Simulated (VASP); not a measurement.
Here is a VASP 6.6.1 calculation.

File INCAR:

```
SYSTEM = TiB2
PREC = Accurate
ENCUT = 600
EDIFF = 1E-7
ISMEAR = 0
SIGMA = 0.1
LREAL = .False.
LASPH = .True.
NELM = 60
ALGO = Normal
ISIF = 3
LWAVE = .False.
LCHARG = .False.
GGA = PE
IVDW = 12
IBRION = 2
NSW = 90
EDIFFG = -0.04
```

File KPOINTS:

```
Automatic mesh
0
Gamma
  6 6 6
  0 0 0
```

File POSCAR:

```
TiB2
1.0
    3.0259273100      0.0000000000      0.0000000000
   -1.5129636500      2.6205298900      0.0000000000
    0.0000000000      0.0000000000      3.2287676300
Ti B
1 2
Direct
    0.0000000000      0.0000000000      0.0000000000
    0.3333333400      0.6666666900      0.5000000000
    0.6666666900      0.3333333400      0.5000000000
```

Potentials or basis: VASP PAW PBE potentials, release 64 (Ti_sv, B).

Launch:

```console
$ cat potpaw_PBE.64/Ti_sv/POTCAR potpaw_PBE.64/B/POTCAR > POTCAR
$ mpirun -np 1 vasp_std > vasp.out
```

(1) Estimate the space group after relaxing (to 0.05 Å).

(2) Estimate the dispersion energy per atom.

(3) Predict the relaxed volume.

(4) Estimate the relaxed cell.

## Answers

(1) P6/mmm (No. 191).

(2) -0.433 eV.

(3) 8.29 Å³/atom.

(4) a = 3.009 Å, b = 3.009 Å, c = 3.173 Å, α = 90.00°, β = 90.00°, γ = 120.00°.

Caveat: the k mesh is coarse (spacing up to 0.40 Å⁻¹), so the values aren't converged; pairwise dispersion overbinds metals, which lowers pressure and volume.
